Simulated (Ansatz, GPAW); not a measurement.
This is a calculation of BaTiO3 (Barioperovskite) for GPAW 26.7.0 (ASE script). Atoms were shifted at random by some hundredths of an Å from the given cell, which wasn't relaxed again for these runs. 

run.py

```python
from ase import Atoms
from ase.dft.bandgap import bandgap
from ase.io import write
from ase.units import GPa
from ase.parallel import parprint
from gpaw import GPAW, PW, setup_paths

setup_paths.insert(0, '.')

atoms = Atoms(['Ba', 'Ti', 'O', 'O', 'O'],
              cell=[[3.9855, 0.0, 0.0],
                    [0.0, 2.8369, 2.84515],
                    [0.0, -2.8369, 2.84515]],
              scaled_positions=[[0.000522, -0.000146, 0.006069],
                                [0.503928, 0.51327, 0.519971],
                                [0.500399, 0.977165, 0.503131],
                                [0.516827, 0.502107, 1.009653],
                                [0.005246, 0.489722, 0.502551]],
              pbc=True)

calc = GPAW(mode=PW(800),
            xc='PBEsol',
            kpts={'size': (7, 7, 7), 'gamma': True},
            occupations={'name': 'fermi-dirac', 'width': 0.05},
            nbands=36,
            convergence={'density': 1e-05, 'energy': 1e-05},
            maxiter=150,
            txt='gpaw.txt')
atoms.calc = calc
energy = atoms.get_potential_energy()
forces = atoms.get_forces()
stress = atoms.get_stress()
calc.write('gs.gpw')
write('result.traj', atoms)
parprint(f'Energy: {energy:.6f} eV')
parprint('Forces (eV/A):')
parprint(forces.round(4))
parprint('Stress (GPa):', (stress / GPa).round(3))
parprint('Fermi level:', round(calc.get_fermi_level(), 4), 'eV')
parprint(f'Gap: {bandgap(calc)[0]:.4f} eV, direct: {bandgap(calc, direct=True)[0]:.4f} eV')
```

Potentials or basis: PAW data sets generated in the run's folder for this functional, pw.

Run with:

```bash
$ gpaw-setup -f PBEsol Ba O Ti
$ OMP_NUM_THREADS=1 mpirun -n 4 gpaw python run.py
```

What does the same run look like in Ansatz 0.2.0? Potentials or basis there: all-electron LAPW, scalar-relativistic.

As run (cutoffs and basis follow the program's own potentials, and thresholds, step limits or extra output files can differ):

input.yaml

```yaml
crystal:
  lattice:
    - [3.9855, 0.0, 0.0]
    - [0.0, 2.8369, 2.84515]
    - [0.0, -2.8369, 2.84515]
  atoms:
    - { symbol: Ba, position: [0.000522, -0.000146, 0.006069] }
    - { symbol: Ti, position: [0.503928, 0.51327, 0.519971] }
    - { symbol: O, position: [0.500399, 0.977165, 0.503131] }
    - { symbol: O, position: [0.516827, 0.502107, 1.009653] }
    - { symbol: O, position: [0.005246, 0.489722, 0.502551] }
kpoints:
  mp_grid: { grid: [7, 7, 7] }
scf:
  occupations: { method: fermi_dirac, width: 0.05 }
hamiltonian:
  xc: pbesol
  pseudopotentials: { kind: all_electron, lapw: { basis_error: 0.001 } }
output:
  forces: true
  stress: true
  eigenvalues: true
  populations: true
```

Potentials or basis: all-electron LAPW, scalar-relativistic.

Command:

```sh
$ ansatz run input.yaml --threads 4 --pin off --max-ram 12288MiB --backend cpu --events-out ev --progress --plain --runs-dir out
```

Both were run:

|  | GPAW | Ansatz |
| --- | --- | --- |
| Pressure | -1.8 GPa | -3.3 GPa |
| Largest force | 0.620 eV/Å | 0.633 eV/Å |

Where Ansatz's input types no cutoff or centring, it takes its own default and a Γ-centred mesh.

Pressure is positive in compression.
